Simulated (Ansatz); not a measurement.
**A strain series on BaTe (zincblende): isotropic on every length**

BaTe in the zincblende structure, relaxed with r2SCAN in the PAW code Ansatz, then strained (isotropic on every length; changes of length per length, axes as in the cell below) with the atoms relaxed again within the symmetry that is left. Space group F-43m (No. 216), cubic; a = 7.828 Å in the conventional setting, 59.97 Å³ an atom. Ba is surrounded by 4 Te at 3.39 Å; Te is surrounded by 4 Ba at 3.39 Å. All values are calculated for a non-magnetic cell, which may be hypothetical.

```xyz
2
Lattice="0.0000 3.9142 3.9142 3.9142 0.0000 3.9142 3.9142 3.9142 0.0000" Properties=species:S:1:pos:R:3 pbc="T T T"
Ba    0.0000    0.0000    0.0000
Te    1.9571    1.9571    1.9571
```

Gaps are the least over each mesh (PBE 6×6×6, r2SCAN 6×6×6, HSE06 4×4×4 when unstrained) and the special points, which keep their unstrained names; stress is the change from the unstrained cell, compression positive.

```csv
strain (%),"gap, PBE (eV)","gap, r2SCAN (eV)","gap, HSE06 (eV)","edges, HSE06","mean stress, r2SCAN (GPa)","energy rise, r2SCAN (meV/atom)"
-3.0,2.672,3.048,3.435,W → Γ,+2.14,31.5
0.0,2.566,2.939,3.312,W → Γ,0.00,0.0
+4.51,2.376,2.745,3.094,X → Γ,-1.97,59.7
```

Task: Estimate the row for a strain of -1.5 %.

Result:
```csv
strain (%),"gap, PBE (eV)","gap, r2SCAN (eV)","gap, HSE06 (eV)","edges, HSE06","mean stress, r2SCAN (GPa)","energy rise, r2SCAN (meV/atom)"
-1.5,2.622,2.996,3.376,W → Γ,+0.97,7.3
```

With HSE06 the edges change from W → Γ (indirect) to X → Γ (indirect) between 0.0 and +4.51 %. With r2SCAN the edges change from W → Γ (indirect) to X → Γ (indirect) between 0.0 and +4.51 %.

Spin-orbit coupling is left out, which matters wherever the heavy atoms make up the band edges.

The meshes of the hybrids are coarse, so their gaps aren't converged to the digits shown.
